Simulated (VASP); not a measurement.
Write the native input for VASP 6.6.1 that does the following.

| Quantity | Value |
| --- | --- |
| Task | electric field gradients |
| Functional | PBE |
| Potentials or basis | VASP PAW PBE potentials, release 64 (Zr_sv, C) |
| Cutoff | 520 eV |
| k mesh | 10 × 10 × 10 |
| Occupations | gaussian, width 0.02 eV |
| Spin | no spin polarisation |
| Further INCAR settings | ALGO = Normal; EDIFF = 1e-08 |

The structure of ZrC lies in POSCAR:

```
ZrC
1.0
    0.0000000000      2.3650000000      2.3650000000
    2.3650000000      0.0000000000      2.3650000000
    2.3650000000      2.3650000000      0.0000000000
Zr C
1 1
Direct
    0.5000000000      0.5000000000      0.5000000000
    0.0000000000      0.0000000000      0.0000000000
```

These files were run (other wordings do the same):

INCAR

```
SYSTEM = ZrC
PREC = Accurate
ENCUT = 520
EDIFF = 1E-8
ISMEAR = 0
SIGMA = 0.02
LREAL = .FALSE.
LASPH = .TRUE.
NELM = 80
ALGO = Normal
ISIF = 2
LWAVE = .FALSE.
LCHARG = .FALSE.
GGA = PE
LEFG = .TRUE.
```

KPOINTS

```
Automatic mesh
0
G
  10 10 10
  0 0 0
```

Potentials or basis: VASP PAW PBE potentials, release 64 (Zr_sv, C).

Command:

```sh
$ cat potpaw_PBE.64/Zr_sv/POTCAR potpaw_PBE.64/C/POTCAR > POTCAR
$ mpirun -np 1 vasp_std > vasp.out
```

It gave:

| Item | Value |
| --- | --- |
| Pressure | -2.7 GPa |
| Band gap on the k mesh | none (metal or under the smearing width) |

Run time: 19 s on 1 thread of Intel(R) Xeon(R) 6975P-C (Granite Rapids), with other jobs on the host, peak memory 0.16 GiB.
